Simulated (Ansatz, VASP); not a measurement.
# Cross-check of MoS2 between VASP and Ansatz

One calculation is typed for both programs; each brings its own data sets. How far apart do they land? The cell is taken from a series of runs on this material, whose earlier steps may have relaxed, scaled, displaced or heated it; both programs get it as it stands.

Main program and level: Ansatz 0.2.0; plane waves, with VASP 6.6.1 beside it; G0W0 gap at PBEsol.

## (1) The starting structure

The cell holds 6 atoms: 4 S and 2 Mo. Its edges and angles: a = 3.116 Å, b = 3.116 Å, c = 41.100 Å, α = 90.0°, β = 90.0°, γ = 120.0°. It derives from MoS2. Vacuum lies along c.

## (2) Ansatz: G0W0 gap, PBEsol

Ansatz runs on its default PAW (the set named soft_2) files.

Quasiparticle shifts depend on high empty states and on the cores, so they are the hardest test of two PAW sets.

Contents of input.yaml:

```yaml
crystal:
  lattice:
    - [3.1159354134, 0.0, 0.0]
    - [-1.5579677067, 2.6984792245, 0.0]
    - [0.0, 0.0, 41.1]
  atoms:
    - { symbol: S, position: [0.75, 0.25, 0.3913035807] }
    - { symbol: Mo, position: [0.0833333333, 0.9166666667, 0.4293211698] }
    - { symbol: S, position: [0.75, 0.25, 0.4673199411] }
    - { symbol: S, position: [0.0833333333, 0.9166666667, 0.5326951637] }
    - { symbol: Mo, position: [0.4166666667, 0.5833333333, 0.5706364349] }
    - { symbol: S, position: [0.0833333333, 0.9166666667, 0.6086964193] }
  periodic: [true, true, false]
kpoints:
  mp_grid: { grid: [9, 9, 1] }
hamiltonian:
  xc: pbesol
scf:
  occupations: { method: fixed }
  convergence: { dr2_threshold: 1.0e-10 }
gw:
  n_empty_bands: 459
  ecut_chi: 70.0
  qp_bands: [v2, c2]
  qp_kpoints: band_edges
  screening: { model: contour_deformation }
```

The run is started by

```sh
> ansatz run input.yaml --threads 3 --pin off --max-ram 92160MiB --backend cuda --events-out ev --progress --plain --runs-dir out --devices 1 --max-vram 13GiB
```

Numbers of over 12 decimals in the logs are rounded to 6 here.

Log:

```text
GPUs: using 1 of 1 available (devices: 1).
Engine: ansatz 0.2.0, x86_64-unknown-linux-gnu
Pseudopotentials: kind: paw
Pseudopotential: S, paw, valence charge 6, recommended cutoff 420 eV (normal), S.paw.azcp
Pseudopotential: Mo, paw, valence charge 14, recommended cutoff 420 eV (normal), Mo.paw.azcp
Functional definition: PBEsol
  exchange = pbesol_x
  correlation = pbesol_c
device memory: the entry about to start is reckoned to put 2.4 GiB on a device that reports 32.7 GiB free (of which the cap on the GPU budget leaves the run 13.0 GiB)
GPU FFT provider: cuFFT
GPU libraries: cuBLAS 13.8.2, cuFFT 12.4.0, cuSOLVER 12.3.4
Crystal: 6 atoms, lattice volume = 345.581 Å³
Basis set: ecut = 420 eV, 6701 PW (Γ)
Bands: 32, of which v1, the nominal top of the filled ones, is band 26 counted from 1 (25 counted from 0)
Symmetry: 6 space group operations
Space group: P3m1 (ITA 156), of the structure as read, at distance tolerance 7.0e-5 Å
k-points: 12 of 81 (time reversal used)
Non-local potential: S, projectors of the file, l = 0: 2, l = 1: 2, l = 2: 2
Non-local potential: Mo, projectors of the file, l = 0: 3, l = 1: 2, l = 2: 2, l = 3: 1
PAW form: soft (Blöchl's): semilocal exchange-correlation on the pseudo side does not see the compensation charge
PAW frozen core: S, regenerated for the run's functional, and the local potential with it (the file was generated under x = pbe(κ = 0.804, μ = 0.219515), c = pbe(β = 0.066725))
PAW frozen core: Mo, regenerated for the run's functional, and the local potential with it (the file was generated under x = pbe(κ = 0.804, μ = 0.219515), c = pbe(β = 0.066725))
PAW one-centre angular grid: S, 110 points (default); XC on 64 Gauss nodes
PAW one-centre angular grid: Mo, 590 points (default); XC on 64 Gauss nodes
Initial density: superposition of atomic densities (neutral atoms: chi_scale 0, normalization atom), corrected by the library's trained network
Initial wavefunctions: pseudopotential atomic-orbital guess
GPU buffer pool allocated for 165888 grid points (all kernels)
GPU transforms: local potential and band sums: pruned to the plane-wave sphere, on 24×24×288
Functional: x = pbesol(κ = 0.804, μ = 0.123457), c = pbesol(β = 0.046)
SCF iter   1: F=—  HF=-13340.256717 eV  |F-HF|=—  |Δ(HF+E_count)|=         —  Δρ=4.01e-3  dr2=1.22e-1  ethr=1.77e-3  ⟨swp⟩=7.0  Hψ=2312  notcnv=0  defer=42
preconditioner: auto → Resta (q_TF=auto, 1.990 Å⁻¹)  ε∞=3.3  [insulator: Δε(μ)=1.033 eV  Ē_g=7.938 eV  n_scr=26 (ndim 8)  ℏωp=12.0 eV  f_vac=0.694  ε∞_Penn≈3.3  vacuum switching on, ρ_ref=4.6e-3 e/Å³]
SCF iter   2: F=—  HF=-13340.263550 eV  |F-HF|=—  |Δ(HF+E_count)|=   6.83e-3  Δρ=2.72e-3  dr2=1.04e-1  ethr=2.35e-4  ⟨swp⟩=4.6  Hψ=951  notcnv=0  defer=48
SCF iter   3: F=—  HF=-13340.254428 eV  |F-HF|=—  |Δ(HF+E_count)|=   9.12e-3  Δρ=1.57e-3  dr2=3.66e-3  ethr=2.00e-4  ⟨swp⟩=2.6  Hψ=552  notcnv=0  defer=48
SCF iter   4: F=—  HF=-13340.258257 eV  |F-HF|=—  |Δ(HF+E_count)|=   3.83e-3  Δρ=8.07e-4  dr2=5.31e-3  ethr=7.03e-6  ⟨swp⟩=3.4  Hψ=955  notcnv=0  defer=48
SCF iter   5: F=—  HF=-13340.257644 eV  |F-HF|=—  |Δ(HF+E_count)|=   6.13e-4  Δρ=2.48e-4  dr2=7.84e-4  ethr=7.03e-6  ⟨swp⟩=2.7  Hψ=628  notcnv=0  defer=48
SCF iter   6: F=—  HF=-13340.257638 eV  |F-HF|=—  |Δ(HF+E_count)|=   5.67e-6  Δρ=1.27e-4  dr2=1.97e-4  ethr=1.51e-6  ⟨swp⟩=2.9  Hψ=762  notcnv=0  defer=48
SCF iter   7: F=—  HF=-13340.257622 eV  |F-HF|=—  |Δ(HF+E_count)|=   1.60e-5  Δρ=7.18e-5  dr2=8.65e-5  ethr=3.78e-7  ⟨swp⟩=1.9  Hψ=653  notcnv=0  defer=46
SCF iter   8: F=—  HF=-13340.257615 eV  |F-HF|=—  |Δ(HF+E_count)|=   7.29e-6  Δρ=4.00e-5  dr2=1.77e-5  ethr=1.66e-7  ⟨swp⟩=2.5  Hψ=505  notcnv=0  defer=44
SCF iter   9: F=—  HF=-13340.257616 eV  |F-HF|=—  |Δ(HF+E_count)|=   1.59e-6  Δρ=2.86e-5  dr2=9.76e-6  ethr=3.40e-8  ⟨swp⟩=2.8  Hψ=732  notcnv=0  defer=44
SCF iter  10: F=—  HF=-13340.257615 eV  |F-HF|=—  |Δ(HF+E_count)|=   1.00e-6  Δρ=1.49e-5  dr2=2.83e-6  ethr=1.88e-8  ⟨swp⟩=2.3  Hψ=508  notcnv=0  defer=37
SCF iter  11: F=—  HF=-13340.257615 eV  |F-HF|=—  |Δ(HF+E_count)|=   2.83e-7  Δρ=2.36e-6  dr2=7.56e-8  ethr=5.45e-9  ⟨swp⟩=2.8  Hψ=700  notcnv=0  defer=36
SCF iter  12: F=—  HF=-13340.257615 eV  |F-HF|=—  |Δ(HF+E_count)|=   9.51e-9  Δρ=9.01e-7  dr2=8.42e-9  ethr=1.45e-10  ⟨swp⟩=3.8  Hψ=843  notcnv=0  defer=36
SCF iter  13: F=—  HF=-13340.257615 eV  |F-HF|=—  |Δ(HF+E_count)|=  3.64e-12  Δρ=2.33e-7  dr2=4.23e-10  ethr=1.62e-11  ⟨swp⟩=3.4  Hψ=811  notcnv=0  defer=36
SCF iter  14: F=—  HF=-13340.257615 eV  |F-HF|=—  |Δ(HF+E_count)|=  8.55e-11  Δρ=8.25e-8  dr2=1.21e-10  ethr=1.00e-12  ⟨swp⟩=16.8  Hψ=2160  notcnv=0
SCF iter  15: F=-13340.257615 eV  HF=-13340.257615 eV  |F-HF|=8.91e-11  |Δ(HF+E_count)|=  3.27e-11  Δρ=4.79e-8  dr2=4.18e-11  ethr=1.00e-12  ⟨swp⟩=3.1  Hψ=736  notcnv=0
SCF 1 converged in 15 iterations: F = -13340.257615 eV  dr2 = 4.18e-11
  greatest PAW one-centre occupation: 0.999 electrons in one spin orbital (limit 2), on the Mo atom at site 1 (counted from 0), in its partial waves of l = 0
device memory: the entry about to start is reckoned to put 2.6 GiB (of the 2.8 GiB reckoned in all, the device holds 0.2 GiB already) on a device that reports 32.7 GiB free (of which the cap on the GPU budget leaves the run 12.8 GiB)
NSCF: frozen V_eff on 12 k-points, pencils in batches of 32, up to order 128
the band table was solved once the SCF had ended and its energy, with any forces and stress, was formed, with the checks that follow a solve (2170 applications of the Hamiltonian). They found nothing against the state; the energy, forces and stress were not computed again (output.eigenvalues in the input reference)
device memory: the entry about to start is reckoned to put 7.8 GiB on a device that reports 32.9 GiB free (of which the cap on the GPU budget leaves the run 13.0 GiB)
NSCF: frozen V_eff on 12 k-points
G₀W₀ screening: q 1/12
[... further progress lines ...]
device memory: the entry about to start is reckoned to put 1.2 GiB on a device that reports 43.8 GiB free (of which the cap on the GPU budget leaves the run 13.0 GiB)
NSCF: frozen V_eff on 1 k-points
SCF converged after 15 iterations
Free energy (F): -13340.257615 eV
Harris-Foulkes:  -13340.257615 eV  (|F-HF|=8.91e-11)
Internal energy: -13340.257615 eV  (E = F + TS)
E sigma→0 (E₀):  -13340.257615 eV
Fermi energy:    -5.219270 eV
--- Per-component energies (eV) ---
  E_band       = -1154.576752
  E_kinetic    = 1316.570517
  E_local      = -197259.670010  (includes V_loc(G=0)·N_el)
  E_nonlocal   = 403.139416
  E_hartree    = 97753.150286
  E_xc         = -752.920833
  E_vxc        = -811.201789  (∫ρ·V_xc dr)
  E_paw        = -8624.024034  (= ΣΔE_a)
  E_vpaw       = -309.717184  (= ΣTr[D̂ρ^β])
  E_aug_tail   = 0.000065  (compensation charges beyond the density's cutoff)
  E_ewald      = 93822.830583
  E_core_change = 0.666396  (= ΣΔE_core)
  E_smearing   = -0.000000  (= −TS)
  E_closure    = 0.000000  (closes the sum)
  Σ components = -13340.257615   (vs F -13340.257615, Δ=0.00e0)
--- Band table (eV; the first three rows and the last of 12) ---
  k-point 0: bands = [... 22 lower, -7.3257, -7.1940, -6.3161, -5.2193, -3.1083, -3.1083, -2.9707, -2.9707, ... 2 higher]
  k-point 1: bands = [... 22 lower, -7.2448, -6.7743, -6.3383, -5.5757, -3.2865, -3.2612, -3.1605, -3.1111, ... 2 higher]
  k-point 2: bands = [... 22 lower, -7.4616, -6.9575, -6.6865, -6.4543, -3.9053, -3.5047, -3.4570, -3.2542, ... 2 higher]
  k-point 11: bands = [... 22 lower, -8.2939, -8.0266, -6.0086, -5.8765, -4.1065, -4.0040, -3.0630, -3.0041, ... 2 higher]
--- G₀W₀: contour deformation, 7 samples at zero and on the imaginary axis and 2 off it, 81 q-points, 459 empty bands' worth ---
  eigenvalues of the whole cell's RPA ε∞ on this k-mesh (on a slab, of 1 + 4πα/V) = 1.2459, 5.2252, 5.2252; static W/v taken at q = 0 is 0.366664
  gw.qp_kpoints: band_edges: 10 of 12 stored k-points solved, in 1 pass; an edge of the gap read off the rows below is read off those points alone
    valence top: of the k-points left out ik 8 came nearest to being solved in a further pass, in band 26 (counted from 1, as in the quasiparticle table): it holds the edge there only if its correction is more favourable than any solved in that band by at least 0.941 eV; those differ by 0.159 eV
    conduction bottom: of the k-points left out ik 4 came nearest to being solved in a further pass, in band 27 (counted from 1, as in the quasiparticle table): it holds the edge there only if its correction is more favourable than any solved in that band by at least 0.579 eV; those differ by 0.161 eV
    ik  band        ε_KS         Σx   Σc(E_QP)       V_xc       Z   E_QP_lin       E_QP  E_QP is
     0    25     -6.3161   -18.6170     1.1547   -17.5250  0.7307    -6.2535    -6.2534  root
     0    26     -5.2193   -19.3837     0.7698   -18.7362  0.7409    -5.0972    -5.0969  root
     0    27     -3.1083   -13.7586    -3.9395   -18.4405  0.7365    -2.3522    -2.3658  root
     0    28     -3.1083   -13.7586    -3.9395   -18.4405  0.7365    -2.3522    -2.3658  root
     1    25     -6.3383   -18.8445     1.1977   -17.7143  0.7304    -6.2708    -6.2707  root
     1    26     -5.5757   -19.3298     0.9635   -18.4691  0.7397    -5.4730    -5.4728  root
     1    27     -3.2865   -13.5624    -3.9220   -18.1830  0.7312    -2.5743    -2.5878  root
     1    28     -3.2612   -13.7870    -3.9962   -18.5268  0.7376    -2.5035    -2.5175  root
     2    25     -6.6865   -19.2066     1.3574   -17.9329  0.7272    -6.6028    -6.6027  root
     2    26     -6.4543   -19.2796     1.3067   -18.0636  0.7322    -6.3639    -6.3637  root
     2    27     -3.9053   -13.5232    -3.7598   -17.9646  0.7394    -3.2134    -3.2237  root
     2    28     -3.5047   -14.3767    -3.8092   -18.9111  0.7303    -2.7660    -2.7795  root
     3    25     -7.0976   -18.8121     1.4831   -17.3832  0.7259    -7.0435    -7.0434  root
     3    26     -6.8950   -18.9666     1.4761   -17.5483  0.7290    -6.8372    -6.8371  root
     3    27     -3.7470   -14.2148    -4.0479   -19.0163  0.7335    -2.9792    -2.9935  root
     3    28     -3.6709   -15.3908    -4.0375   -20.2499  0.7284    -2.8320    -2.8494  root
     5    25     -6.5086   -19.1994     1.3587   -17.9060  0.7295    -6.4434    -6.4433  root
     5    26     -6.1974   -19.3193     1.2715   -18.1277  0.7353    -6.1176    -6.1175  root
     5    27     -3.8595   -13.4779    -3.6837   -17.8278  0.7393    -3.1836    -3.1934  root
     5    28     -3.5370   -13.6615    -3.8653   -18.2475  0.7364    -2.8034    -2.8162  root
     6    25     -6.8542   -19.6160     1.5312   -18.1729  0.7273    -6.7662    -6.7660  root
     6    26     -6.7458   -19.7483     1.4416   -18.4309  0.7259    -6.6218    -6.6216  root
     6    27     -4.1563   -13.7042    -3.6579   -18.0555  0.7419    -3.4530    -3.4630  root
     6    28     -3.7378   -14.1505    -3.8630   -18.7570  0.7358    -2.9814    -2.9944  root
[...]
10    25     -6.3132   -19.1683     0.8805   -18.4504  0.7344    -6.1510    -6.1506  root
    10    26     -6.1723   -19.2609     0.8698   -18.5603  0.7348    -6.0036    -6.0031  root
    10    27     -3.8179   -15.7252    -3.8585   -20.3899  0.7304    -2.9959    -3.0117  root
    10    28     -3.6270   -16.0261    -3.9415   -20.7928  0.7271    -2.7838    -2.8018  root
    11    25     -6.0086   -19.2230     0.5669   -18.8672  0.7363    -5.7982    -5.7975  root
    11    26     -5.8765   -19.2866     0.5544   -18.9491  0.7363    -5.6602    -5.6596  root
    11    27     -4.1065   -16.1633    -3.6850   -20.6754  0.7335    -3.2645    -3.2796  root
    11    28     -4.0040   -16.1754    -3.6706   -20.6739  0.7335    -3.1610    -3.1761  root
```

Reading the cycles: dr2 is the Hartree energy of the density residual (eV), the measure of convergence; HF is the Harris–Foulkes estimate of the energy, which meets the free energy F at convergence.

(Continued in part 2 of 2.)

[Lines on the potential files, build, host, timing and source positions are cut from VASP's logs without a mark.]

[Logs are printed without paths, hosts, clocks, repeated set-up lines and the standing remarks that a program may print on its own settings, such as how far it seeks lower states.]

[Hosts, paths, dates, database ids (printed as entryN), source tags and the programs' standing remarks are cut or masked in the printed files.]
